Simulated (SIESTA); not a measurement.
Crystal: Ba.

```
Ba
1.0
    -2.50650    2.50650    2.50650
     2.50650   -2.50650    2.50650
     2.50650    2.50650   -2.50650
Ba
1
Direct
  0.00000 0.00000 0.00000
```

```yaml
Program: SIESTA 5.4.2
Task: single point
Functional: PBEsol
Potentials_or_basis: PseudoDojo 0.4 standard (PBEsol files)
Basis: DZP (energy shift 0.003 Ry; two zetas on semicore shells; d shell added on Ba)
Grid_cutoff: 500 Ry
Energy_shift: 0.003 Ry
k_mesh: 8 × 8 × 8
Occupations: fermi-dirac, width 0.05 eV
Spin: no spin polarisation
```

On this cell: pressure -0.9 GPa; band gap on the k mesh none (metal or under the smearing width).

The same run follows on a disturbed copy (cell strained at random at fixed volume):

```
CELL_PARAMETERS angstrom
-2.47176 2.47765 2.44851
2.56531 -2.52802 2.59244
2.45066 2.50692 -2.49889
ATOMIC_POSITIONS crystal
Ba 0.99892 0.00475 0.98853
```

What changes?

The energy (extrapolated to zero smearing) moves by +3.6 meV/atom; pressure -0.8 GPa; band gap on the k mesh none (metal or under the smearing width).

Stress tensor (GPa, compression positive):
```
-0.85  0.06 -0.37
 0.06 -0.80  0.19
-0.37  0.19 -0.87
```

Caveats: this set's barium file shifts pressures by up to 1 GPa against other sets; the basis of atomic orbitals isn't converged, which shifts pressures, moduli and gaps.
